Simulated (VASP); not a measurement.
# Ti: molecular dynamics with the cell free or held by constraints

Ti, P6_3/mmc (no. 194), 8 atoms in the cell. PBE, constrained or biased molecular dynamics; PAW potentials Ti (PBE set).

| Held coordinates | Spread of the volume (Å³) | Time (s) |
|---|---|---|
| none | 0.38 | 53 |
| volume held, shape free | 0.00 | 49 |
| angles held, lengths free | 0.23 | 51 |

Limits: each run has its own random start, so only a spread that vanishes tells of a constraint; the run is only 0.12 ps long, so its averages are rough.

## Input of the first row

INCAR:
```
SYSTEM = Ti
PREC     = Normal         ! precision mode
EDIFF    = 1E-5           ! SCF threshold, eV
LREAL    = .False.        ! projectors in reciprocal space
ALGO     = Normal         ! electronic algorithm
NELMIN   = 4            
ISYM     = 0            
LWAVE    = .False.        ! write WAVECAR
LCHARG   = .False.        ! write CHGCAR
IBRION   = 0              ! ionic algorithm
ISIF     = 3              ! what is computed and relaxed
TEBEG    = 300          
POTIM    = 2.0            ! step
RANDOM_SEED= 288406 0 0   
ENCUT    = 250            ! plane-wave cutoff, eV
ISMEAR   = 1              ! smearing method
SIGMA    = 0.2            ! smearing width, eV
MDALGO   = 3            
LANGEVIN_GAMMA= 10           
LANGEVIN_GAMMA_L= 10           
PMASS    = 1000         
NSW      = 60             ! ionic steps
```

KPOINTS:
```
k-points
0
Gamma
  3 3 3
```

POSCAR:
```
Ti
1.0
    5.9000000000      0.0000000000      0.0000000000
   -2.9500000000      5.1095498824      0.0000000000
    0.0000000000      0.0000000000      4.6800000000
Ti
8
Direct
    0.3333333350      0.1666666650      0.7500000000
    0.3333333350      0.6666666650      0.7500000000
    0.8333333350      0.1666666650      0.7500000000
    0.8333333350      0.6666666650      0.7500000000
    0.1666666650      0.3333333350      0.2500000000
    0.1666666650      0.8333333350      0.2500000000
    0.6666666650      0.3333333350      0.2500000000
    0.6666666650      0.8333333350      0.2500000000
```

Commands:
```
cat potpaw_PBE.64/Ti/POTCAR > POTCAR
mpirun -np 4 vasp_std > vasp.out
```

ICONST of row 3:
```
LA 1 2 0
LA 1 3 0
LA 2 3 0
```

VASP 6.6.1 took 53 s on 4 cores (Intel Xeon Platinum 8559C (Emerald Rapids)), a shared host.
